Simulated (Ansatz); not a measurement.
**SrCl₂ (Fm-3m) under strain**

SrCl₂ (started from an entry of an open crystallographic database), relaxed with r2SCAN in the PAW code Ansatz. The symmetry is Fm-3m (No. 225, cubic); conventional cell a = 6.995 Å, 28.53 Å³ an atom. Sr is surrounded by 8 Cl at 3.03 Å; Cl is surrounded by 4 Sr at 3.03 Å.

The axes x, y and z are those of this cell:
```
CELL_PARAMETERS angstrom
0.00000 3.49765 3.49765
3.49765 0.00000 3.49765
3.49765 3.49765 0.00000
ATOMIC_POSITIONS crystal
Sr 0.00000 0.00000 0.00000
Cl 0.25000 0.25000 0.25000
Cl 0.75000 0.75000 0.75000
```

Unstrained: PBE gives an indirect gap of 5.312 eV, from X to Γ; the least direct gap is 5.512 eV at X. r2SCAN gives an indirect gap of 5.937 eV, from X to Γ; the least direct gap is 5.994 eV at X. With HSE06 the valence top lies at X and the conduction bottom at Γ, 6.591 eV higher; the smallest vertical gap, at X, is 6.829 eV. Meshes: PBE 6×6×6, r2SCAN 6×6×6, HSE06 4×4×4. Strains are changes of length per length. After each strain the atoms were relaxed again with r2SCAN in this cell and within any symmetry left, so distortions that break it or need a larger cell weren't tested; points keep the names that they have in the unstrained zone. The values are computed, spin-unpolarised, and not measurements.

Changes of the least gap in eV (an overlap counts as a negative gap):
```tsv
strain	volume change (%)	space group	PBE	r2SCAN	HSE06	energy rise, r2SCAN (meV/atom)
uniaxial -2.18 % along y	-2.2	I4/mmm	-0.025	-0.059	-0.025	3.2
epitaxial +3.83 % in the xy plane, free normal strain -1.75 %	+5.9	I4/mmm	-0.507	-0.521	-0.522	20.3
uniaxial -2.69 % along x	-2.7	I4/mmm	-0.037	-0.090	-0.037	4.9
isotropic +2.73 % on every length	+8.4	Fm-3m	-0.308	-0.299	-0.318	20.5
```

Uniaxial -2.18 % along y, other directions held. r2SCAN: the gap goes from 5.937 to 5.879 eV (-0.059 eV); it turns from indirect (X → Γ) to direct (X). HSE06: the gap goes from 6.591 to 6.566 eV (-0.025 eV). Stress change with r2SCAN, compression positive: xx +0.46, yy +1.71, zz +0.46 GPa.

Epitaxial +3.83 % in the xy plane, free normal strain -1.75 %. HSE06: the gap goes from 6.591 to 6.069 eV (-0.522 eV); the X points, equivalent before, split by 308 meV, and the valence top lies at those like (1/2, 1/2, 0). Stress change with r2SCAN, compression positive: xx -2.80, yy -2.80, zz +0.01 GPa.

Uniaxial -2.69 % along x, other directions held. HSE06: the gap goes from 6.591 to 6.554 eV (-0.037 eV); the X points, equivalent before, split by 178 meV, and the valence top lies at those like (0, 1/2, 1/2). Stress change with r2SCAN, compression positive: xx +2.14, yy +0.57, zz +0.57 GPa.

Isotropic +2.73 % on every length. HSE06: the gap goes from 6.591 to 6.273 eV (-0.318 eV). Stress change with r2SCAN, compression positive: xx -2.52, yy -2.52, zz -2.52 GPa. For HSE06, dE_g/d ln V = -3.9 eV over this step.

Spin-orbit coupling is left out.

The meshes of the hybrids are coarse, so their gaps aren't converged to the digits shown.
